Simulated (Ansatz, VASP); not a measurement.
**Two plane-wave programs on AlN**

Contents of INCAR:

```
PREC     = Accurate       # precision mode
ENCUT    = 520            # plane-wave cutoff, eV
EDIFF    = 1E-7           # SCF threshold, eV
ISMEAR   = 0              # smearing method
SIGMA    = 0.01           # smearing width, eV
LREAL    = False          # projectors in reciprocal space
LASPH    = True           # aspherical terms in the spheres
NELM     = 60             # most SCF steps
ALGO     = Normal         # electronic algorithm
ISIF     = 2              # what is computed and relaxed
LWAVE    = False          # write WAVECAR
LCHARG   = True           # write CHGCAR
LELF     = True           # ELF
LVHAR    = True         
NBANDS   = 11             # bands
```

KPOINTS

```
regular mesh
0
Gamma
  8 8 8
```

POSCAR

```
AlN
1.0
    0.0000000000      2.1819988094      2.1819988094
    2.1819988094      0.0000000000      2.1819988094
    2.1819988094      2.1819988094      0.0000000000
Al N
1 1
Direct
    0.0000000000      0.0000000000      0.0000000000
    0.2500000000      0.2500000000      0.2500000000
```

Input for Ansatz:

```yaml
crystal:
  lattice:
    - [0.0, 2.18199880945, 2.18199880945]
    - [2.18199880945, 0.0, 2.18199880945]
    - [2.18199880945, 2.18199880945, 0.0]
  atoms:
    - { symbol: Al, position: [0.0, 0.0, 0.0] }
    - { symbol: "N", position: [0.25, 0.25, 0.25] }
kpoints:
  mp_grid: { grid: [8, 8, 8] }
scf:
  occupations: { method: fixed }
  convergence: { dr2_threshold: 1.0e-10 }
hamiltonian:
  xc: lda
  pseudopotentials: { kind: paw }
output:
  forces: true
  stress: true
  eigenstates:
    kpoints:
      - [0.0, 0.0, 0.0]
      - [0.0, -0.5, -0.5]
      - [-0.5, 0.0, -0.5]
      - [-0.5, -0.5, 0.0]
      - [0.0, 0.5, 0.0]
      - [0.5, 0.0, 0.0]
      - [0.0, 0.0, 0.5]
      - [0.5, 0.5, 0.5]
  eigenvalues: true
```

Alike in both runs: task single point; functional LDA; k mesh 8 × 8 × 8; no spin polarisation.

|  | VASP | Ansatz |
| --- | --- | --- |
| version | VASP 6.6.1 | Ansatz 0.2.0 |
| potentials or method | VASP PAW LDA potentials, release 64 (Al, N) | PAW with Ansatz's default frozen-core files, scalar-relativistic |
| plane-wave cutoff (eV) | 520 | 420 |
| occupations | gaussian, width 0.01 eV | fixed |
| valence electrons in the cell | 8 | 8 |

```csv
,VASP,Ansatz,Ansatz less VASP
gap on the k mesh at the Fermi level (eV),3.22,3.24,+0.021
pressure (GPa),-2.5,-3.1,-0.59
```

A k mesh can miss the band edges. Expect the measured gap to be larger: semilocal functionals such as LDA lack the derivative discontinuity.
